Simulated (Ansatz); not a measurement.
LiH in the rocksalt structure, relaxed with r2SCAN in Ansatz. It is cubic, Fm-3m (No. 225); conventional cell a = 4.006 Å, 8.04 Å³ an atom. Li is surrounded by 6 H at 2.00 Å; H is surrounded by 6 Li at 2.00 Å.

The axes x, y and z are those of this cell:
```xyz
2
Lattice="0.0000 2.0030 2.0030 2.0030 0.0000 2.0030 2.0030 2.0030 0.0000" Properties=species:S:1:pos:R:3 pbc="T T T"
Li    0.0000    0.0000    0.0000
H     2.0030    2.0030    2.0030
```

Unstrained: With PBE the gap is 2.984 eV and direct, at X. With r2SCAN the gap is 3.630 eV and direct, at X. HSE06 gives a direct gap of 3.971 eV at X. Meshes: PBE 10×10×10, r2SCAN 10×10×10, HSE06 8×8×8. Strains are changes of length per length. After each strain the atoms were relaxed again with r2SCAN within the symmetry that the strain leaves, so tilts or polar shifts that break it weren't tested; points keep the names that they have in the unstrained zone. No spin polarisation and no zero-point or thermal motion.

Task: Apply uniaxial +0.86 % along [111], other directions held. How far does the gap move, against the unstrained cell?

Result: PBE: the gap goes from 2.984 to 2.990 eV (+0.006 eV). r2SCAN: the gap goes from 3.630 to 3.635 eV (+0.005 eV). HSE06: the gap goes from 3.971 to 3.976 eV (+0.005 eV). The r2SCAN energy rises by 0.2 meV an atom.

Task: One strain changed the r2SCAN stress by xx -2.23, yy -2.23, zz -2.23, xy +1.13, xz +1.13, yz +1.13 GPa (compression positive) and the gap by +0.045 eV (PBE), +0.037 eV (r2SCAN), +0.034 eV (HSE06). Which kind of strain was it, and roughly how large?

Result: Epitaxial +3.62 % in the plane normal to [111], free normal strain -0.18 %. The pattern of the stress gives the kind; the size needs the stiffness, so it is an estimate.

Task: Estimate what uniaxial +2.66 % along z, other directions held does to the gap.

Result: PBE: the gap goes from 2.984 to 2.711 eV (-0.273 eV); it turns from direct (X) to indirect (X → X [(-1/2, -1/2, 0)]). r2SCAN: the gap goes from 3.630 to 3.344 eV (-0.286 eV); it turns from direct (X) to indirect (X → X [(-1/2, -1/2, 0)]). HSE06: the gap goes from 3.971 to 3.677 eV (-0.294 eV); it turns from direct (X) to indirect (X → X [(-1/2, -1/2, 0)]). The r2SCAN energy rises by 1.4 meV an atom.

The meshes of the hybrids are coarse, so their gaps aren't converged to the digits shown.
